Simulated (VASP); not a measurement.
Consider the following.

```
CELL_PARAMETERS angstrom
      0.00000     3.01000     3.01000
      3.01000     0.00000     3.01000
      3.01000     3.01000     0.00000
ATOMIC_POSITIONS crystal
  Li 0.00000 0.00000 0.00000
  I  0.50000 0.50000 0.50000
```

These are modified Becke-Johnson potential (mBJ), VASP's PBE PAW potentials (set 64) (plane waves; VASP) values and carry that method's errors. Settings: 520 eV cut-off, 6×6×6 Γ-centred mesh, Gaussian smearing of 0.050 eV, potentials Li_sv I.

mBJ is a potential without an energy functional, so only the levels count. Unless said otherwise, spin-orbit coupling is left out, though it shifts the bands of the heavy elements here.

### Question
Predict the band gap (over mesh and band path) with the smallest direct gap where there is one.

### Answer

```
Quantity                                         Value
---------------------------------------------  -------
band gap (over mesh and band path)             5.42 eV
smallest direct gap (over mesh and band path)  5.56 eV
```

The compound is LiI in the rock salt structure. The cell was not relaxed at this level. The cell's shape comes from a PBE relaxation.
